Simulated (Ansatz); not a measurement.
SnSe:

```
Sn Se
1.0
     0.00000    3.01000    3.01000
     3.01000    0.00000    3.01000
     3.01000    3.01000    0.00000
Sn Se
1 1
Direct
  0.00000 0.00000 0.00000
  0.50000 0.50000 0.50000
```

Measurements of this composition are mostly on another form, of space group No. 62.

- Program: Ansatz 0.2.0
- Task: relaxation of cell and atoms
- Functional: revPBE
- Potentials or basis: Ansatz PAW
- Cutoff: 420 eV (not typed: the program's choice for these potentials)
- k mesh: 8 × 8 × 8
- Occupations: fermi-dirac, width 0.05 eV
- Spin: no spin polarisation

At the start: volume 27.27 Å³/atom.

**Question.** Where does the relaxation end?

**Answer.** It ends after 6 steps and the volume is 28.46 Å³/atom (+4.4 %); space group Fm-3m (No. 225, to 0.05 Å).

The path:
```tsv
step	energy change (eV)	largest force (eV/Å)	volume (Å³)
1	0.0000	0.0000	54.54
2	-0.0127	0.0000	57.81
3	-0.0147	0.0000	56.99
4	-0.0151	0.0000	56.99
5	-0.0151	0.0000	56.92
6	-0.0151	0.0000	56.92
```

Final structure:
```
Sn Se
1.0
     0.00000    3.05311    3.05311
     3.05311    0.00000    3.05311
     3.05311    3.05311    0.00000
Sn Se
1 1
Direct
  0.00000 0.00000 0.00000
  0.50000 0.50000 0.50000
```

Caveat: the plane-wave basis is chosen anew once the cell has moved, so the energies of steps on either side of that aren't comparable; the PAW data sets come from PBE, with cores solved anew for the run's functional, which leaves a small shift of forces and pressure.
